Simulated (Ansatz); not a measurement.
## Cold compression of As (omega type)

```
CELL_PARAMETERS angstrom
4.86164 0.00000 0.00000
-2.43082 4.21031 0.00000
0.00000 0.00000 2.82646
ATOMIC_POSITIONS crystal
As 0.00000 0.00000 0.00000
As 0.33333 0.66667 0.50000
As 0.66667 0.33333 0.50000
```

The cell comes from a relaxation on PAW files under the same functional, begun from a prototype that needn't be the stable phase.

Its volume is scaled, and at each volume shape and atoms are relaxed on PAW files; all methods then take that cell.

Level of theory: DFT with PBE, scalar-relativistic, in Ansatz 0.2.0; a Γ-centred 8×8×10 k mesh, Fermi–Dirac smearing of 0.1 eV, no spin polarisation. LAPW: all electrons, basis error target 1 meV/atom; PAW: frozen-core files, cutoff 420 eV; crystal datasets: all electrons, by PAW datasets that the program makes for each cell; norm-conserving: pseudopotentials, cutoff 1143 eV; PAW (cutoff 300 eV): frozen-core files, cutoff 300 eV.

Energies are extrapolated to zero smearing and count from the unscaled cell; pressure is positive in compression; gaps take the mesh and a band path. No temperature or zero-point motion is included.

| V/V0 | V (Å³/atom) | P LAPW (GPa) | ΔE LAPW (eV/atom) | P PAW − LAPW (GPa) | ΔE PAW − LAPW (meV/atom) | space group | shortest distance (Å) |
| --- | --- | --- | --- | --- | --- | --- | --- |
| 1.00 | 19.28 | 0.01 | 0.000 | -0.01 | 0.0 | P6/mmm | 2.807 |
| 0.88 | 16.97 | 13.43 | 0.086 | -0.02 | -0.2 | P6/mmm | 2.689 |
| 0.68 | 13.11 | ? | 0.959 | -0.03 | -0.7 | P6/mmm | 2.468 |
| 0.50 | 9.64 | 246.1 | 3.975 | 0.05 | -0.7 | P6/mmm | 2.224 |
| 0.43 | 8.29 | 416.9 | 6.696 | 0.36 | 0.7 | P6/mmm | 2.113 |

(1) Give the missing entry: row "0.68", column "P LAPW (GPa)".

(2) Fit the Vinet equation to the LAPW pressures over the whole range, with residuals weighted by 1/(|P| + 0.03·Pmax).

(3) From the table, what is the rise of the enthalpy H = E + pV up to the last row, and how stiff is the crystal between the last two rows?

(4) At the smallest volume, how far do crystal datasets and norm-conserving and PAW (cutoff 300 eV) lie from LAPW in pressure?

(5) How do the Löwdin populations by LAPW change from the unscaled cell to the last row?

Results:

(1) 70.0.

(2) V0 = 19.31 Å³/atom, B0 = 73.5 GPa and B0′ = 4.98, and the fit misses no point by more than 5 GPa. A fit over so wide a range pins B0 less well than one near rest.

(3) ΔH = 6.696 eV + (416.9 GPa × 8.29 Å³ − 0.01 GPa × 19.28 Å³) × 0.006242 eV/(GPa·Å³) = 28.27 eV/atom, of which pV makes 76 %. The mean bulk modulus there is −ΔP/Δln V = 1130 GPa.

(4) crystal datasets: 0.00 GPa; norm-conserving: +0.21 GPa; PAW (cutoff 300 eV): +4.12 GPa, on a LAPW pressure of 416.9 GPa.

(5) As 4s 1.89 → 1.52, As 4p 3.06 → 3.35 electrons an atom. These are projections on the shells that the free atoms fill; 0.15 e a cell lies outside them at the start and 0.46 e at the end.
